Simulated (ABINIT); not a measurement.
Crystal: BN.

```
N B
1.0
     2.49824    0.00000    0.00000
    -1.24912    2.16354    0.00000
     0.00000    0.00000    6.63570
N B
2 2
Cartesian
  1.2491 0.7212 1.6589
  0.0000 1.4424 4.9768
  1.2491 0.7212 4.9768
  0.0000 1.4424 1.6589
```

Base run:

| Quantity | Value |
| --- | --- |
| Program | ABINIT 10.8.3 (patched build) |
| Functional | AM05 |
| Potentials or basis | JTH PAW PBE v2.0 |
| Cutoff | 707 eV |
| k mesh | 12 × 12 × 4 |
| Occupations | fermi-dirac, width 0.05 eV |
| Spin | no spin polarisation |

Its results: band gap on the k mesh 4.22 eV, indirect (least direct gap 4.60 eV); pressure 3.1 GPa.

Problem. The run is repeated on the same cell with these changes: functional from AM05 to WC. What comes out?

Solution. Band gap on the k mesh 4.19 eV, indirect (least direct gap 4.61 eV); pressure 1.9 GPa.

Caveats: the PAW data sets were made with another functional, which shifts forces and pressure a little; this functional lacks dispersion, which binds the layers, so the pressure and a relaxed spacing across them are unreliable; the atomic spheres overlap.

A k mesh can miss the band edges.
